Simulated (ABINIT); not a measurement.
Pd:

```
CELL_PARAMETERS angstrom
0.00000 1.94650 1.94650
1.94650 0.00000 1.94650
1.94650 1.94650 0.00000
ATOMIC_POSITIONS crystal
Pd 0.00000 0.00000 0.00000
```

Base run:

| Item | Value |
| --- | --- |
| Program | ABINIT 10.8.3 (patched build) |
| Functional | rSCAN |
| Potentials or basis | JTH PAW PBE v2.0 |
| Cutoff | 762 eV |
| k mesh | 12 × 12 × 12 |
| Occupations | fermi-dirac, width 0.05 eV |
| Spin | no spin polarisation |

Its results: band gap on the k mesh none (metal or under the smearing width); pressure 2.6 GPa.

Q: After a change of settings the same cell gave: band gap on the k mesh none (metal or under the smearing width); pressure -0.2 GPa. Which change was it?
A. functional from rSCAN to SCAN
B. functional from rSCAN to PBE; potentials or basis from JTH PAW PBE v2.0 to SG15 NC PBE v1.2; cutoff from 762 eV to 1116 eV
C. functional from rSCAN to AM05; potentials or basis from JTH PAW PBE v2.0 to PseudoDojo NC SR PBEsol v0.4.1 standard; cutoff from 762 eV to 1116 eV
D. functional from rSCAN to AM05; cutoff from 762 eV to 626 eV; fine-grid cutoff from 1360.57 eV to 1224.51 eV

A: A.

Caveats: the PAW data sets were made with another functional, which shifts forces and pressure a little.
